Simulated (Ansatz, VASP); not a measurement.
F in VASP and in Ansatz

```
CELL_PARAMETERS angstrom
3.21216 -1.84614 -0.24775
3.21216 1.84614 -0.24775
-2.41530 0.00000 7.39328
ATOMIC_POSITIONS crystal
F 0.08485 0.08485 0.09400
F 0.91515 0.91515 0.90600
F 0.50157 0.50157 0.59372
F 0.49843 0.49843 0.40628
```

Alike in both runs: task single point; functional PBEsol; k mesh 4 × 4 × 2; occupations gaussian, width 0.05 eV; no spin polarisation.

|  | VASP | Ansatz |
| --- | --- | --- |
| version | VASP 6.6.1 | Ansatz 0.2.0 |
| potentials or method | VASP PAW PBE potentials, release 64 (F) | scalar-relativistic, plane waves, PAW |
| plane-wave cutoff (eV) | 520 | 520 |
| valence electrons in the cell | 28 | 28 |

```tsv
	VASP	Ansatz	Ansatz less VASP
gap on the k mesh at the Fermi level (eV)	2.52	2.59	+0.068
least direct gap on the mesh (eV)	2.59	2.65	+0.068
pressure (GPa)	-2.9	-3.1	-0.18
largest component of the traceless stress (GPa)	3.73	4.73	+1.001
rms of the force components (eV/Å)	0.736	0.929	+0.1931
```

Atom by atom the forces differ by 0.193 eV/Å (rms over components). The functional is the same, so the differences come from potentials, cutoffs and numerics.

Caveats: the k mesh is coarse (spacing up to 0.50 Å⁻¹), so the values aren't converged; the PAW data sets were made with another functional, which shifts forces and pressure a little (VASP). A k mesh can miss the band edges.
